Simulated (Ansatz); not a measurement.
# FePt (Tetraferroplatinum) under changes of volume

One of the cells (13.796 Å³/atom); the others are scaled copies at fixed shape and fractional positions:

```
Pt Fe
1.0
     2.72350    0.00000    0.00000
     0.00000    2.72350    0.00000
     0.00000    0.00000    3.72000
Pt Fe
1 1
Direct
  0.50000 0.50000 0.50000
  0.00000 0.00000 0.00000
```

- Program: Ansatz 0.2.0
- Functional: BLYP
- Potentials or basis: Ansatz PAW
- Cutoff: 420 eV (not typed: the program's choice for these potentials)
- k mesh: 10 × 10 × 7
- Occupations: fermi-dirac, width 0.05 eV
- Spin: collinear spin, ferromagnetic start
- Starting moments: [0.0, 3.0] μB

| volume (Å³/atom) | energy over the lowest point (meV/atom) | pressure (GPa) | moment (μB per cell) |
| --- | --- | --- | --- |
| 12.969 | ? | ? | ? |
| 13.245 | 105.76 | 25.2 | 3.19 |
| 13.521 | 67.59 | 19.3 | 3.21 |
| 13.796 | 38.99 | 14.1 | 3.22 |
| 14.072 | 18.86 | 9.5 | 3.25 |
| 14.348 | 6.16 | 5.5 | 3.28 |
| 14.624 | 0.00 | 1.9 | 3.31 |

Problem. What does the run at 12.969 Å³/atom give?

Solution. Energy over the lowest point 154.68 meV/atom; pressure 31.7 GPa; moment 3.17 μB per cell.

Worked out: A Birch-Murnaghan fit of order 3 (a polynomial in V^(-2/3)) to the other rows has its minimum at 14.78 Å³/atom, just outside them, with B0 = V·E''(V) = 167 GPa and B' = 5.8 at fixed shape and positions, which overstates the stiffness. It gives 154.89 meV/atom at 12.969 Å³/atom, against the run's 154.68, and -dE/dV = 32.0 GPa, against 31.7. A parabola through the other rows of the moment, of slope 0.0283 μB per Å³/atom there, extrapolates to 3.18 μB, against the run's 3.17.

Energies are extrapolated to zero smearing.

Caveats: the PAW data sets come from PBE, with cores solved anew for the run's functional, which leaves a small shift of forces and pressure.
